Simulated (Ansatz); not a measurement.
# Tl (Im-3m), stationary points along a deformation path

All numbers below come from DFT PBE+D3(BJ), scalar-relativistic, plane waves, PAW (Ansatz 0.2.0). The runs took a 420 eV cutoff, a Γ-centred 20×20×20 mesh and Gaussian smearing (0.15 eV). Spin–orbit coupling is left out, which can shift energies with elements as heavy as these. No spin polarisation. Energies are free energies at this smearing, counted from the undisturbed cell; pressure is positive in compression.

The undisturbed cell (as given, not relaxed at this level; it stands at 0.4 GPa; this bcc form isn't the usual structure):

```
Tl
1.0
    -1.94100    1.94100    1.94100
     1.94100   -1.94100    1.94100
     1.94100    1.94100   -1.94100
Tl
1
Direct
  0.00000 0.00000 0.00000
```

At fixed volume and fractional coordinates, lengths along (0.000, 0.000, 1.000) are scaled against those across it; ρ is that ratio over its starting value. V = 29.251 Å³/atom. Δσ is the stress along the axis less the mean stress across it (compression positive).

| ρ | ΔE (meV/atom) | Δσ (GPa) | space group |
| --- | --- | --- | --- |
| 0.707 | 89.8 | 5.88 | I4/mmm |
| 0.780 | 37.2 | 3.14 | I4/mmm |
| 0.850 | 13.0 | 1.52 | I4/mmm |
| 1.000 | 0.0 | 0.00 | Im-3m |
| 1.200 | 10.5 | -0.39 | I4/mmm |
| 1.300 | 10.3 | 0.26 | I4/mmm |
| 1.414 | 9.5 | 0.00 | Fm-3m |

Task: How does the stress give the slope of the energy, and where is the energy stationary?

Result: Along the path d ln(length) is 2/3 d ln ρ on the axis and −1/3 d ln ρ across it, so dE/d ln ρ = −(2/3) V Δσ: the energy falls with ρ where Δσ is positive. Δσ vanishes or changes sign at ρ = 1.000 (Im-3m), a minimum at 0.0 meV/atom; between ρ = 1.200 and 1.300, a maximum (near 1.26 by linear interpolation); at ρ = 1.414 (Fm-3m, an end of the scan), at 9.5 meV/atom. Pairs of stationary points between two samples would go unseen, and could change a minimum read from distant neighbours into a maximum. At ρ = 1.000, 1.414 the cell is cubic, where symmetry alone makes the stress isotropic and the slope zero.

In a metal these slopes depend on the k mesh and the smearing.